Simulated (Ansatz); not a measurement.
Wanted: the native input for an Ansatz 0.2.0 run.

```
Task                                : band structure
Functional                          : PBEsol
Potentials or basis                 : Ansatz PAW
Cutoff                              : 420 eV (not typed: the program's choice for these potentials)
k mesh                              : 10 × 10 × 10
Occupations                         : fermi-dirac, width 0.05 eV
Spin                                : no spin polarisation
Path                                : [["G", "H", "N", "G", "P", "H"], ["P", "N"]]
Points for each segment of the path : 14
```

Crystal: Hf.

```
CELL_PARAMETERS angstrom
-1.80500 1.80500 1.80500
1.80500 -1.80500 1.80500
1.80500 1.80500 -1.80500
ATOMIC_POSITIONS crystal
Hf 0.00000 0.00000 0.00000
```

This isn't the form of Hf at room conditions, which is hcp.

One way to write it, as run:

input.yaml

```yaml
crystal:
  lattice:
    - [-1.805, 1.805, 1.805]
    - [1.805, -1.805, 1.805]
    - [1.805, 1.805, -1.805]
  atoms:
    - { symbol: Hf, position: [0.0, 0.0, 0.0] }
hamiltonian:
  xc: pbesol
  pseudopotentials: { kind: paw }
kpoints:
  mp_grid: { grid: [10, 10, 10] }
  band_path:
    path:
      - [[0.0, 0.0, 0.0], [0.5, -0.5, 0.5], [0.0, 0.0, 0.5], [0.0, 0.0, 0.0], [0.25, 0.25, 0.25], [0.5, -0.5, 0.5]]
      - [[0.25, 0.25, 0.25], [0.0, 0.0, 0.5]]
    npoints: 14
scf:
  occupations: { method: fermi_dirac, width: 0.05 }
  n_extra_bands: 6
output:
  forces: true
  stress: true
  eigenvalues: true
  fatbands: false
```

Potentials or basis: Ansatz PAW.

The run is started by

```console
$ ansatz run input.yaml --threads 2 --pin off --max-ram 5632MiB --backend cpu --events-out ev --progress --plain --runs-dir out
```

Results of the run:

```
Pressure               : -9.0 GPa
Band gap on the k mesh : none (metal or under the smearing width)
```

Caveat: spin-orbit coupling is left out, which moves the levels of the heavy elements; the PAW data sets come from PBE, with cores solved anew for the run's functional, which leaves a small shift of forces and pressure.

Wall time 0.88 s on 2 threads of AMD EPYC 9R45 96-Core Processor (Zen 5), on a shared host, peak memory 0.35 GiB.
